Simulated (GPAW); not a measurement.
Wanted: an ASE script for a GPAW 26.7.0 run.

| Quantity | Value |
| --- | --- |
| Task | band structure |
| Functional | r2SCAN |
| Potentials or basis | GPAW PAW data sets (gpaw-data 1.2.1) |
| Cutoff | 600 eV |
| Basis | pw |
| k mesh | 11 × 11 × 6 |
| Occupations | fermi-dirac, width 0.05 eV |
| Spin | no spin polarisation |
| Maxiter | 150 |
| Band path | GMKGALHA,LM,KH |
| Band points | 60 |

The structure of Ru lies in Ru.xyz:

```xyz
2
Lattice="2.7058000000 0.0000000000 0.0000000000 -1.3529000000 2.3432915376 0.0000000000 0.0000000000 0.0000000000 4.2819000000" Properties=species:S:1:pos:R:3 pbc="T T T"
Ru     1.3529000001      0.7810971791      3.2114250000
Ru    -0.0000000001      1.5621943585      1.0704750000
```

One way to write it, as run:

run.py

```python
from ase.dft.bandgap import bandgap
from ase.io import read, write
from ase.units import GPa
from gpaw import GPAW, PW

atoms = read('Ru.xyz')

calc = GPAW(mode=PW(600),
            xc='MGGA_X_R2SCAN+MGGA_C_R2SCAN',
            kpts={'size': (11, 11, 6), 'gamma': True},
            occupations={'name': 'fermi-dirac', 'width': 0.05},
            nbands=29,
            convergence={'density': 1e-05, 'energy': 1e-05},
            maxiter=150,
            txt='gpaw.txt')
atoms.calc = calc
energy = atoms.get_potential_energy()
forces = atoms.get_forces()
stress = atoms.get_stress()
calc.write('gs.gpw')
write('result.traj', atoms)
print(f'Energy: {energy:.6f} eV')
print('Forces (eV/A):')
print(forces.round(4))
print('Stress (GPa):', (stress / GPa).round(3))
print('Fermi level:', round(calc.get_fermi_level(), 4), 'eV')
print(f'Gap: {bandgap(calc)[0]:.4f} eV, direct: {bandgap(calc, direct=True)[0]:.4f} eV')

path = atoms.cell.bandpath('GMKGALHA,LM,KH', npoints=60, eps=1e-4)
bs_calc = calc.fixed_density(kpts=path, symmetry='off', nbands=40,
                             convergence={'bands': 'CBM+6.0', 'eigenstates': 1e-6}, txt='bands.txt')
bs = bs_calc.band_structure()
bs.write('bs.json')
print(f'Gap on the path: {bandgap(bs_calc)[0]:.4f} eV')
```

Potentials or basis: GPAW PAW data sets (gpaw-data 1.2.1), pw.

Run with:

```bash
$ OMP_NUM_THREADS=1 python run.py
```

It gave:

The pressure is -0.3 GPa and the band gap along the path is none (metal or under the smearing width).

Caveat: the PAW data sets were made with another functional, which shifts forces and pressure a little.

Run time: 110 s on 1 thread of Arm Neoverse V2, with other jobs on the host, peak memory 0.33 GiB.
